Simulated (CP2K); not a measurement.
## SnSe: one setting at a time in CP2K

Simulated with CP2K 2026.2. This is a test of settings. The cell was built from a prototype and was relaxed with r2SCAN in plane waves (Ansatz 0.2.0). Not every such cell is a known phase. All runs are without spin polarisation.

Space group P6_3mc (No. 186), hexagonal; a = 5.075 Å, c = 6.174 Å in the conventional setting, 34.42 Å³ an atom. Around Sn lie 5 Se at 2.80–3.38 Å; around Se lie 5 Sn at 2.80–3.38 Å.

The base run uses PBE in the SZV-MOLOPT-SR basis.

```
&GLOBAL
 PROJECT run
 RUN_TYPE ENERGY_FORCE
 PRINT_LEVEL LOW
&END GLOBAL
&FORCE_EVAL
 METHOD QS
 STRESS_TENSOR ANALYTICAL
 &DFT
  BASIS_SET_FILE_NAME BASIS_MOLOPT
  POTENTIAL_FILE_NAME GTH_POTENTIALS
  &QS
   EXTRAPOLATION USE_GUESS
  &END QS
  &MGRID
   CUTOFF 350
   REL_CUTOFF 50
  &END MGRID
  &XC
   &XC_FUNCTIONAL PBE
   &END XC_FUNCTIONAL
  &END XC
  &KPOINTS
   SCHEME MONKHORST-PACK 5 5 3
   SYMMETRY F
   FULL_GRID F
  &END KPOINTS
  &SCF
   ADDED_MOS 10
   EPS_SCF 1e-6
   MAX_SCF 80
   &DIAGONALIZATION
   &END DIAGONALIZATION
   &MIXING
    METHOD BROYDEN_MIXING
    ALPHA 0.3
   &END MIXING
   &SMEAR
    METHOD FERMI_DIRAC
    ELECTRONIC_TEMPERATURE [K] 232
   &END SMEAR
   &PRINT
    &ITERATION_INFO
    &END ITERATION_INFO
   &END PRINT
  &END SCF
  &PRINT
   &BAND_STRUCTURE
    FILE_NAME bands.bs
    ADDED_MOS 6
    &KPOINT_SET
     UNITS B_VECTOR
     SPECIAL_POINT 0.00000000 0.00000000 0.00000000
     NPOINTS 0
    &END KPOINT_SET
    &KPOINT_SET
     UNITS B_VECTOR
     SPECIAL_POINT 0.50000000 0.00000000 0.00000000
     NPOINTS 0
    &END KPOINT_SET
    &KPOINT_SET
     UNITS B_VECTOR
     SPECIAL_POINT 0.33333333 0.33333333 0.00000000
     NPOINTS 0
    &END KPOINT_SET
    &KPOINT_SET
     UNITS B_VECTOR
     SPECIAL_POINT 0.00000000 0.00000000 0.50000000
     NPOINTS 0
    &END KPOINT_SET
    &KPOINT_SET
     UNITS B_VECTOR
     SPECIAL_POINT 0.50000000 0.00000000 0.50000000
     NPOINTS 0
    &END KPOINT_SET
    &KPOINT_SET
     UNITS B_VECTOR
     SPECIAL_POINT 0.33333333 0.33333333 0.50000000
     NPOINTS 0
    &END KPOINT_SET
    &KPOINT_SET
     UNITS B_VECTOR
     SPECIAL_POINT 0.28125000 0.28125000 -0.50000000
     NPOINTS 0
    &END KPOINT_SET
   &END BAND_STRUCTURE
  &END PRINT
 &END DFT
 &SUBSYS
  &CELL
   A 5.07477814 0.00000000 0.00000000
   B -2.53738907 4.39488679 0.00000000
   C -0.00000000 -0.00000000 6.17367571
  &END CELL
  &COORD
   SCALED
   Sn 0.33333333 0.66666667 -0.03913563
   Sn 0.66666667 0.33333333 0.46086437
   Se 0.33333333 0.66666667 0.41413563
   Se 0.66666667 0.33333333 0.91413563
  &END COORD
  &KIND Sn
   BASIS_SET SZV-MOLOPT-SR-GTH
   POTENTIAL GTH-PBE
  &END KIND
  &KIND Se
   BASIS_SET SZV-MOLOPT-SR-GTH
   POTENTIAL GTH-PBE
  &END KIND
 &END SUBSYS
 &PRINT
  &STRESS_TENSOR
  &END STRESS_TENSOR
  &FORCES
  &END FORCES
 &END PRINT
&END FORCE_EVAL
```

Command: `cp2k.psmp -i run.inp`. It took 3.6 s on 2 threads of Arm Neoverse V2 (shared host), peak memory 0.28 GiB.

It converged with a gap of 0.96 eV and a pressure of 4.45 GPa (positive in compression). Pressures on CP2K's grid carry noise of some tenths of a GPa.

Each further run moved one setting: KPOINTS (Monkhorst-Pack mesh); XC_FUNCTIONAL (functional, with the PBE potentials kept); ELECTRONIC_TEMPERATURE (smearing temperature in K); CUTOFF (density grid cutoff in Ry); ALPHA (mixing weight). Changes are from the base run, which isn't itself converged in every setting; energies of another Hamiltonian, functional, basis or charge aren't compared, and those at a high electronic temperature are mostly its entropy term. CP2K's gap is over the listed points.

| setting | how it ended | gap change (eV) | energy change (meV/atom) | pressure change (GPa) | time (s) |
| --- | --- | --- | --- | --- | --- |
| KPOINTS = 7x7x7 | converged | 0.00 | 18.6 | 0.18 | 6.4 |
| XC_FUNCTIONAL = PADE | converged | -0.07 | – | -1.46 | 3.8 |
| ELECTRONIC_TEMPERATURE = 50 | converged | 0.00 | 0.0 | 0.00 | 3.4 |
| XC_FUNCTIONAL = OLYP | converged | 0.09 | – | 0.84 | 3.1 |
| CUTOFF = 280 | converged | 0.00 | 0.0 | 0.00 | 3 |
| ALPHA = 1.5 (poor on purpose) | converged | 0.00 | 0.0 | 0.00 | 3.4 |

ELECTRONIC_TEMPERATURE = 50 changes nothing that matters here. CUTOFF = 280 changes nothing that matters here. ALPHA = 1.5 changes nothing that matters here.

No spin-orbit coupling is included; it can move band edges with weight on the heavy atoms by tenths of an eV.
